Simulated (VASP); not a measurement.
# ZrSe2 in VASP: a series of runs

One slab, ZrSe2, is run at these levels: PBEsol, PBE; tasks: relaxation of cell and atoms.

Program: VASP 6.6.1. These are calculated values, not measurements. Logs are shortened: lines on timing, memory, paths and dates and some standing lists are left out, and cuts for length are marked.

## 1. The structure

The cell holds a slab with vacuum, 3 atoms: a = 3.741 Å, b = 3.741 Å, c = 21.096 Å, α = 90.00°, β = 90.00°, γ = 120.00°.

## 2. Relaxation of cell and atoms, PBEsol

File INCAR:

```
PREC = Accurate
ENCUT = 600
EDIFF = 1E-7
ISMEAR = 0
SIGMA = 0.03
LREAL = F
LASPH = T
NELM = 80
ALGO = Normal
ISIF = 3
LWAVE = F
LCHARG = F
GGA = PS
IBRION = 2
NSW = 90
EDIFFG = -0.005
LATTICE_CONSTRAINTS = .TRUE. .TRUE. .FALSE.
```

File KPOINTS:

```
Automatic mesh
0
Gamma
  9 9 1
```

File POSCAR:

```
ZrSe2                                   
1.0
    3.7413507668     -0.0000000000      0.0000000000
   -1.8706753834      3.2401048051      0.0000000000
    0.0000000000      0.0000000000     21.0960000000
  Se              Zr            
     2     1
Direct
     0.6666666699999979    0.3333333300000021    0.4251239595755034
     0.3333333300000021    0.6666666699999979    0.5748760404244966
     0.0000000000000000    0.0000000000000000    0.5000000000000000
```

Potentials or basis: VASP PAW PBE potentials, release 64 (Se, Zr_sv).

Command:

```sh
$ cat potpaw_PBE.64/Se/POTCAR potpaw_PBE.64/Zr_sv/POTCAR > POTCAR
$ mpirun -np 1 vasp_std > vasp.out
```

OUTCAR:

```text
PREC = Accurate
   ENCUT = 600
   EDIFF = 1E-7
   ISMEAR = 0
   LREAL = F
   LASPH = T
   NELM = 80
   ISIF = 3
   GGA = PS
   IBRION = 2
   NSW = 90
   EDIFFG = -0.005

 ion  position               nearest neighbor table
   1  0.667  0.333  0.425-   3 2.68   3 2.68   3 2.68
   2  0.333  0.667  0.575-   3 2.68   3 2.68   3 2.68
   3  0.000  0.000  0.500-   1 2.68   2 2.68   2 2.68   1 2.68   1 2.68   2 2.68

  LATTYP: Found a hexagonal cell.
 ALAT       =     3.7413507668
 C/A-ratio  =     5.6386052297

  Lattice vectors:

 A1 = (   3.7413507668,   0.0000000000,   0.0000000000)
 A2 = (  -1.8706753834,   3.2401048051,   0.0000000000)
 A3 = (   0.0000000000,   0.0000000000,  21.0960000000)

Analysis of symmetry for initial positions (statically):
=====================================================================
 Subroutine PRICEL returns:
 Original cell was already a primitive cell.

 Routine SETGRP: Setting up the symmetry group for a
 hexagonal supercell.

 Subroutine GETGRP returns: Found 12 space group operations
 (whereof 12 operations were pure point group operations)
 out of a pool of 24 trial point group operations.

The static configuration has the point symmetry D_3d.

Analysis of symmetry for dynamics (positions and initial velocities):
=====================================================================
 Subroutine PRICEL returns:
 Original cell was already a primitive cell.

 Routine SETGRP: Setting up the symmetry group for a
 hexagonal supercell.

 Subroutine GETGRP returns: Found 12 space group operations
 (whereof 12 operations were pure point group operations)
 out of a pool of 24 trial point group operations.

The dynamic configuration has the point symmetry D_3d.

 Subroutine INISYM returns: Found 12 space group operations
 (whereof 12 operations are pure point group operations),
 and found     1 'primitive' translations

----------------------------------------------------------------------------------------

                                     Primitive cell

  volume of cell :     255.7335

  direct lattice vectors                    reciprocal lattice vectors
     3.741350767  0.000000000  0.000000000     0.267283145  0.154315996  0.000000000
    -1.870675383  3.240104805  0.000000000     0.000000000  0.308631992  0.000000000
[... 76 lines left out ...]
   EDIFFG = -.5E-02   stopping-criterion for IOM
   NSW    =     90    number of steps for IOM
   IBRION =      2    ionic relax: 0-MD 1-quasi-New 2-CG
   NFREE  =      1    steps in history (QN), initial steepest desc. (CG)
   ISIF   =      3    stress and relaxation
   ISYM   =      2    0-nonsym 1-usesym 2-fastsym
   POTIM  = 0.5000    time-step for ionic-motion
   TEBEG  =    0.0;   TEEND  =   0.0 temperature during run
   PSTRESS=    0.0 pullay stress
   NELECT =      24.0000    total number of electrons
   NUPDOWN=      -1.0000    fix difference up-down
   EMIN   =  10.00;   EMAX   =-10.00  energy-range for DOS
   EFERMI =   0.00;   METHOD = LEGACY
   ISMEAR =     0;   SIGMA  =   0.03  broadening in eV -4-tet -1-fermi 0-gaus
   EFERMI_NEDOS =   21; number of points for ismear=-14 and -15
   IALGO  =     38    algorithm
   IMIX   =      4    mixing-type and parameters
     AMIX     =   0.40;   BMIX     =  1.00
     AMIX_MAG =   1.60;   BMIX_MAG =  1.00
  volume/ion in A,a.u.               =      85.24       575.26
  Fermi-wavevector in a.u.,A,eV,Ry     =   0.743960  1.405880  7.530497  0.553476
  Thomas-Fermi vector in A             =   1.839198
   LORBIT       =      0    0 simple, 1 ext, 2 COOP (PROOUT), +10 PAW based schemes
   GGA     = PS    functional components
   LHFCALC =     F    Hartree Fock is set to
   AEXX    =    0.0000 exact exchange contribution
   IVDW    =     0    specifies the selected vdW correction
   LEPSILON=     F    determine dielectric tensor
   LRPA    =     F    only Hartree local field effects (RPA)
 conjugate gradient relaxation of ions
 non-spin polarized calculation
 Gauss-broadening in eV      SIGMA  =   0.03
  energy-cutoff  :      600.00
  volume of cell :      255.73
 maximum number of plane-waves:      8587
 NGX is ok and might be reduce to    30
   NGX = 15   NGY = 15   NGZ = 85

 number of electron      23.9999998 magnetization

 Free energy of the ion-electron system (eV)
  ---------------------------------------------------
  ext. energy  EPLUGINS =         0.00000000
  ---------------------------------------------------
  free energy    TOTEN  =       -20.74633381 eV

  energy without entropy =      -20.74633381  energy(sigma->0) =      -20.74633381

 E-fermi :  -2.4349     XC(G=0):  -3.2967

 val. band max:       -2.6081482367   @ k =   0.0000   0.0000   0.0000
 cond. band min:      -2.2524440212   @ k =   0.4444   0.0000   0.0000
 fundamental gap:      0.3557042155
 Fermi energy:        -2.4348579337

 k-point     1 :       0.0000    0.0000    0.0000
  band No.  band energies     occupation
      1     -51.9044      2.00000
      2     -30.0004      2.00000
      3     -29.8731      2.00000
      4     -29.8731      2.00000
      5     -15.7334      2.00000
      6     -14.8012      2.00000
[... 205 lines left out ...]
      3     -30.0206      2.00000
      4     -29.9417      2.00000
      5     -14.6054      2.00000
      6     -14.6054      2.00000
[... 8 lines left out ...]
     15      -0.1922      0.00000
     16       1.8749      0.00000

------------------------ aborting loop because EDIFF is reached ----------------------------------------

  FORCE on cell =-STRESS in cart. coord.  units (eV):
  Direction    XX          YY          ZZ          XY          YZ          ZX
  --------------------------------------------------------------------------------------
  -------------------------------------------------------------------------------------
  Total        0.0104903      0.0104903     -0.0022246      0.0000000      0.0000000      0.0000000
  in kB        0.0657218      0.0657218     -0.0139374      0.0000000      0.0000000      0.0000000
  external PRESSURE =       0.0391687 kB  Pullay stress =       0.0000000 kB

 VOLUME and BASIS-vectors are now :
 -----------------------------------------------------------------------------
  energy-cutoff  :      600.00
  volume of cell :      255.73
      direct lattice vectors                 reciprocal lattice vectors
     3.741350767  0.000000000  0.000000000     0.267283145  0.154315996  0.000000000
    -1.870675383  3.240104805  0.000000000     0.000000000  0.308631992  0.000000000
     0.000000000  0.000000000 21.096000000     0.000000000  0.000000000  0.047402351

 POSITION                                       TOTAL-FORCE (eV/Angst)
 -----------------------------------------------------------------------------------
      1.87068      1.08003      8.96842        -0.000000      0.000000     -0.002116
     -0.00000      2.16007     12.12758        -0.000000     -0.000000      0.002116
      0.00000      0.00000     10.54800         0.000000      0.000000      0.000000
 -----------------------------------------------------------------------------------
    total drift:                               -0.000000     -0.000000      0.000000

  FREE ENERGIE OF THE ION-ELECTRON SYSTEM (eV)
  ---------------------------------------------------
  free  energy   TOTEN  =       -20.7463338058 eV

  energy  without entropy=      -20.7463338058  energy(sigma->0) =      -20.74633381

 reached required accuracy - stopping structural energy minimisation
```

OSZICAR:

```text
N       E                     dE             d eps       ncg     rms          rms(c)
DAV:   1     0.226803112656E+03    0.22680E+03   -0.10571E+04   424   0.126E+03
DAV:   2     0.153141531890E+01   -0.22527E+03   -0.21967E+03   536   0.275E+02
DAV:   3    -0.212923273851E+02   -0.22824E+02   -0.22514E+02   680   0.905E+01
[... 16 lines left out ...]
DAV:  20    -0.207463303710E+02   -0.20280E-05   -0.50776E-08   416   0.720E-04    0.128E-04
DAV:  21    -0.207463332380E+02   -0.28669E-05   -0.10930E-07   376   0.818E-04    0.205E-04
DAV:  22    -0.207463336057E+02   -0.36776E-06   -0.38210E-09   368   0.255E-04    0.782E-05
DAV:  23    -0.207463337908E+02   -0.18509E-06   -0.16716E-09   296   0.176E-04    0.158E-05
DAV:  24    -0.207463338058E+02   -0.14947E-07    0.10900E-09   288   0.643E-05
   1 F= -.20746334E+02 E0= -.20746334E+02  d E =-.207463E+02
```

It took 2.9 min on 1 thread of Intel Xeon Platinum 8488C (Sapphire Rapids), shared host; peak memory 0.43 GiB.

Results:

```yaml
Free_energy: -20.7463 eV
Band_gap_on_the_k_mesh: 0.36 eV, indirect (least direct gap 1.05 eV)
```

Forces in eV/Å, atoms in the order of the input:
```
Se   0.000  0.000 -0.002
Se   0.000  0.000  0.002
Zr   0.000  0.000  0.000
```

Final structure:
```
CELL_PARAMETERS angstrom
3.74135 0.00000 0.00000
-1.87068 3.24010 0.00000
0.00000 0.00000 21.09600
ATOMIC_POSITIONS crystal
Se 0.66667 0.33333 0.42512
Se 0.33333 0.66667 0.57488
Zr 0.00000 0.00000 0.50000
```

Levels at points of the mesh, in eV from the valence-band top:
```csv
k point,band 9,band 10,band 11,band 12,band 13,band 14,band 15,band 16
"(0.00, 0.00, 0.00)",-2.58,-1.27,0.00,0.00,1.05,1.05,1.62,4.52
```

Caveat: the relaxation stopped at its first step, so nothing moved; the PAW data sets were made with another functional, which shifts forces and pressure a little. PBEsol gaps usually lie below the measured ones, often by a third to a half.

## 3. Relaxation of cell and atoms, PBE

This run uses another cell than the first one, of 87.85 Å³/atom, 1.031 times its volume.

File INCAR:

```
SYSTEM = ZrSe2
  PREC = Accurate
  ENCUT = 600
  EDIFF = 1E-6
  ISMEAR = 0
  SIGMA = 0.03
  LREAL = .FALSE.
  LASPH = .TRUE.
  NELM = 80
  ALGO = Normal
  ISIF = 3
  LWAVE = .FALSE.
  LCHARG = .FALSE.
  GGA = PE
  IBRION = 2
  NSW = 90
  EDIFFG = -0.01
  LATTICE_CONSTRAINTS = .TRUE. .TRUE. .FALSE.
```

File KPOINTS:

```
Automatic mesh
0
G
  9 9 1
  0 0 0
```

File POSCAR:

```
ZrSe2
1.0
    3.7980000000      0.0000000000      0.0000000000
   -1.8990000000      3.2891644800      0.0000000000
    0.0000000000      0.0000000000     21.0960000000
Se Zr
2 1
Direct
    0.6666666700      0.3333333300      0.4266211600
    0.3333333300      0.6666666700      0.5733788400
    0.0000000000      0.0000000000      0.5000000000
```

Potentials or basis: VASP PAW PBE potentials, release 64 (Se, Zr_sv).

Command:

```sh
$ cat potpaw_PBE.64/Se/POTCAR potpaw_PBE.64/Zr_sv/POTCAR > POTCAR
$ mpirun -np 1 vasp_std > vasp.out
```

Run time: 2.9 min. Hardware: 1 thread of Intel Xeon 6975P-C (Granite Rapids), shared host; peak memory 0.46 GiB.

The run converged. Its results:

| Item | Value |
| --- | --- |
| Free energy | -19.5927 eV |
| Relaxed volume | 87.93 Å³/atom |
| Relaxed cell | a = 3.800 Å, b = 3.800 Å, c = 21.096 Å, α = 90.00°, β = 90.00°, γ = 120.00° |
| Space group after relaxing (to 0.05 Å) | P-3m1 (No. 164) |
| Energy gained by relaxing | 4.3 meV/atom |
| Ionic steps | 5 |
| Band gap on the k mesh | 0.52 eV, indirect (least direct gap 1.12 eV) |

The path:
```
step  energy change (eV)  largest force (eV/Å)  pressure (GPa)  volume (Å³)
   1              0.0000                0.3594            0.50       263.54
   2             -0.0067                0.0017           -0.24       269.35
   3             -0.0090                0.1165            0.00       267.37
   4             -0.0109                0.0844            0.00       266.38
   5             -0.0129                0.0007            0.00       263.80
```

Final structure:
```cif
data_structure
_symmetry_space_group_name_H-M 'P 1'
_symmetry_Int_Tables_number 1
_cell_length_a 3.7999
_cell_length_b 3.7999
_cell_length_c 21.0960
_cell_angle_alpha 90.000
_cell_angle_beta 90.000
_cell_angle_gamma 120.000
_cell_volume 263.80
loop_
_atom_site_label
_atom_site_type_symbol
_atom_site_fract_x
_atom_site_fract_y
_atom_site_fract_z
_atom_site_occupancy
Se1 Se 0.66667 0.33333 0.42495 1
Se2 Se 0.33333 0.66667 0.57505 1
Zr1 Zr 0.00000 0.00000 0.50000 1
```

Levels at points of the mesh, in eV from the valence-band top:
| k point | band 10 | band 11 | band 12 | band 13 | band 14 | band 15 |
| --- | --- | --- | --- | --- | --- | --- |
| (0.00, 0.00, 0.00) | -1.11 | 0.00 | 0.00 | 1.12 | 1.12 | 1.71 |

A hybrid or GW would open this gap; PBE tends to underestimate it.

## 4. Relaxation of cell and atoms, PBE

This run uses another cell than the first one, of 87.93 Å³/atom, 1.032 times its volume.

Changes to INCAR since step 3:

```diff
@@ -3,3 +3,3 @@
   ENCUT = 600
-  EDIFF = 1E-6
+  EDIFF = 1E-7
   ISMEAR = 0
@@ -16,3 +16,3 @@
   NSW = 90
-  EDIFFG = -0.01
+  EDIFFG = -0.005
   LATTICE_CONSTRAINTS = .TRUE. .TRUE. .FALSE.
```

KPOINTS is that of step 3.

File POSCAR:

```
ZrSe2                                   
1.0
    3.7999312208     -0.0000000000      0.0000000000
   -1.8999656104      3.2908369662      0.0000000000
    0.0000000000      0.0000000000     21.0960000000
  Se              Zr            
     2     1
Direct
     0.6666666699999979    0.3333333300000021    0.4249489167445826
     0.3333333300000021    0.6666666699999979    0.5750510832554173
     0.0000000000000000    0.0000000000000000    0.5000000000000000
```

Potentials or basis: VASP PAW PBE potentials, release 64 (Se, Zr_sv).

Command:

```sh
$ cat potpaw_PBE.64/Se/POTCAR potpaw_PBE.64/Zr_sv/POTCAR > POTCAR
$ mpirun -np 1 vasp_std > vasp.out
```

OUTCAR:

```text
SYSTEM = ZrSe2
   PREC = Accurate
   ENCUT = 600
   EDIFF = 1E-7
   ISMEAR = 0
   LREAL = .FALSE.
   LASPH = .TRUE.
   NELM = 80
   ISIF = 3
   GGA = PE
   IBRION = 2
   NSW = 90
   EDIFFG = -0.005

 ion  position               nearest neighbor table
   1  0.667  0.333  0.425-   3 2.71   3 2.71   3 2.71
   2  0.333  0.667  0.575-   3 2.71   3 2.71   3 2.71
   3  0.000  0.000  0.500-   1 2.71   2 2.71   2 2.71   1 2.71   1 2.71   2 2.71

  LATTYP: Found a hexagonal cell.
 ALAT       =     3.7999312208
[... 411 lines left out ...]
  Direction    XX          YY          ZZ          XY          YZ          ZX
  --------------------------------------------------------------------------------------
  -------------------------------------------------------------------------------------
  Total        0.0133838      0.0133838     -0.0099455      0.0000000      0.0000000     -0.0000000
  in kB        0.0812842      0.0812842     -0.0604027      0.0000000      0.0000000     -0.0000000
  external PRESSURE =       0.0340552 kB  Pullay stress =       0.0000000 kB

 VOLUME and BASIS-vectors are now :
 -----------------------------------------------------------------------------
  energy-cutoff  :      600.00
  volume of cell :      263.80
      direct lattice vectors                 reciprocal lattice vectors
     3.799931221  0.000000000  0.000000000     0.263162658  0.151937032  0.000000000
    -1.899965610  3.290836966  0.000000000     0.000000000  0.303874063  0.000000000
     0.000000000  0.000000000 21.096000000     0.000000000  0.000000000  0.047402351

 POSITION                                       TOTAL-FORCE (eV/Angst)
 -----------------------------------------------------------------------------------
      1.89997      1.09695      8.96472         0.000000      0.000000      0.000632
     -0.00000      2.19389     12.13128        -0.000000     -0.000000     -0.000632
      0.00000      0.00000     10.54800         0.000000      0.000000      0.000000
 -----------------------------------------------------------------------------------
    total drift:                               -0.000000      0.000000     -0.000000

  FREE ENERGIE OF THE ION-ELECTRON SYSTEM (eV)
  ---------------------------------------------------
  free  energy   TOTEN  =       -19.5927098075 eV

  energy  without entropy=      -19.5927098075  energy(sigma->0) =      -19.59270981

 reached required accuracy - stopping structural energy minimisation
```

Run time: 59 s. Hardware: 1 thread of Intel Xeon 6975P-C (Granite Rapids), shared host; peak memory 0.44 GiB.

What came out:

- Free energy: -19.5927 eV
- Band gap on the k mesh: 0.52 eV, indirect (least direct gap 1.12 eV)

Final structure:
```xyz
3
Lattice="3.7999 0.0000 0.0000 -1.9000 3.2908 0.0000 0.0000 0.0000 21.0960" Properties=species:S:1:pos:R:3 pbc="T T T"
Se    1.9000    1.0969    8.9647
Se    0.0000    2.1939   12.1313
Zr    0.0000    0.0000   10.5480
```

Caveat: the relaxation stopped at its first step, so nothing moved.
